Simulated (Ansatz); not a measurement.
SnO2 (Cassiterite):

```
CELL_PARAMETERS angstrom
4.73800 0.00000 0.00000
0.00000 4.73800 0.00000
0.00000 0.00000 3.18650
ATOMIC_POSITIONS crystal
Sn 0.50000 0.50000 0.50000
Sn 0.00000 0.00000 0.00000
O 0.80710 0.19290 0.50000
O 0.69290 0.69290 0.00000
O 0.19290 0.80710 0.50000
O 0.30710 0.30710 0.00000
```

Base run:

| Quantity | Value |
| --- | --- |
| Program | Ansatz 0.2.0 |
| Functional | HSE06 |
| Potentials or basis | Ansatz PAW |
| Cutoff | 420 eV (not typed: the program's choice for these potentials) |
| k mesh | 4 × 4 × 6 |
| Occupations | fermi-dirac, width 0.05 eV |
| Spin | no spin polarisation |

Its results: band gap on the k mesh 3.04 eV, direct; pressure 1.9 GPa; largest force 0.177 eV/Å.

Task: The run is repeated on the same cell with these changes: functional from HSE06 to PBE0. What comes out?

Result: Band gap on the k mesh 3.76 eV, direct; pressure 1.8 GPa; largest force 0.179 eV/Å.

Caveats: spin-orbit coupling is left out, which moves the levels of the heavy elements; the PAW data sets come from PBE, with cores solved anew for the run's functional, which leaves a small shift of forces and pressure; the thresholds are loose for stress.
